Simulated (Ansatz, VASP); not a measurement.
SiC: VASP beside Ansatz

Contents of INCAR:

```
PREC = Accurate ; ENCUT = 520
EDIFF = 1E-7 ; ISMEAR = 0
SIGMA = 0.05 ; LREAL = F
LASPH = T ; NELM = 60
ALGO = Normal ; ISIF = 2
LWAVE = F ; LCHARG = F
GGA = PE ; NBANDS = 11
```

The input KPOINTS:

```
regular mesh
0
Gamma
  12 12 12
```

File POSCAR:

```
SiC
1.0
    0.0000000000      2.1019742439      2.1019742439
    2.1019742439      0.0000000000      2.1019742439
    2.1710591308      2.1710591308     -0.0690848868
Si C
1 1
Direct
    0.0000000000      0.0000000000      0.0000000000
    0.7500000000      0.7500000000      0.7500000000
```

Input for Ansatz:

```yaml
crystal:
  lattice:
    - [0.0, 2.1019742439, 2.1019742439]
    - [2.1019742439, 0.0, 2.1019742439]
    - [2.1710591308, 2.1710591308, -0.0690848868]
  atoms:
    - { symbol: Si, position: [0.0, 0.0, 0.0] }
    - { symbol: C, position: [0.75, 0.75, 0.75] }
basis:
  ecutwfc: 520.0
kpoints:
  mp_grid: { grid: [12, 12, 12] }
hamiltonian:
  xc: pbe
scf:
  occupations: { method: gaussian, width: 0.05 }
output:
  forces: true
  stress: true
  eigenvalues: true
```

Alike in both runs: task single point; functional PBE; k mesh 12 × 12 × 12; occupations gaussian, width 0.05 eV; no spin polarisation.

```csv
,VASP,Ansatz
version,VASP 6.6.1,Ansatz 0.2.0
potentials or method,"VASP PAW PBE potentials, release 64 (Si, C)","scalar-relativistic, plane waves, PAW"
plane-wave cutoff (eV),520,520
valence electrons in the cell,8,8
```

VASP gave:

| Item | Value |
| --- | --- |
| gap on the k mesh at the Fermi level (eV) | 1.15 |
| least direct gap on the mesh (eV) | 4.29 |
| pressure (GPa) | 19.1 |
| largest component of the traceless stress (GPa) | 9.96 |
| rms of the force components (eV/Å) | 0.307 |

**Question.** What did Ansatz give for the same quantities?

**Answer.** gap on the k mesh at the Fermi level (eV): 1.15; least direct gap on the mesh (eV): 4.30; pressure (GPa): 19.2; largest component of the traceless stress (GPa): 9.92; rms of the force components (eV/Å): 0.308.

Atom by atom the forces differ by 0.001 eV/Å (rms over components). The functional is the same, so the differences come from potentials, cutoffs and numerics.

Caveats: so large a pressure means that the cell lies far from this level's equilibrium, or that cutoff or potentials fall short (VASP). A k mesh can miss the band edges.
